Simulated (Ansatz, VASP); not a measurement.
# Two plane-wave programs on Ge

```xyz
4
Lattice="-3.2583 3.2583 3.2583 3.2583 -3.2583 3.2583 3.2583 3.2583 -3.2583" Properties=species:S:1:pos:R:3 pbc="T T T"
Ge    2.4438    2.4438    2.4438
Ge    0.8146    4.0729   -0.8146
Ge    4.0729   -0.8146    0.8146
Ge   -0.8146    0.8146    4.0729
```

Alike in both runs: task relaxation of cell and atoms; functional PBE; k mesh 4 × 4 × 4; occupations gaussian, width 0.1 eV; no spin polarisation.

|  | VASP | Ansatz |
| --- | --- | --- |
| version | VASP 6.6.1 | Ansatz 0.2.0 |
| potentials or method | VASP PAW PBE potentials, release 64 (Ge_d) | scalar-relativistic, plane waves, PAW |
| plane-wave cutoff (eV) | 600 | 420 |
| valence electrons in the cell | 56 | 56 |

Ansatz gave:

```
gap on the k mesh at the Fermi level, each at its own relaxed structure (eV) : none
relaxed volume (Å³/atom)                                                     : 40.88
relaxed cell length with the largest relative difference (Å)                 : 5.967
energy change over the relaxation (meV/atom)                                 : -103
```

Problem. Estimate VASP's values.

Solution. gap on the k mesh at the Fermi level, each at its own relaxed structure (eV): none; relaxed volume (Å³/atom): 41.09; relaxed cell length with the largest relative difference (Å): 5.977; energy change over the relaxation (meV/atom): -102.

A gap of «none» marks a metal or a gap that the smearing closes.

Caveats: the volume moved by over 15 % at a fixed basis, so the end points are rough (VASP).
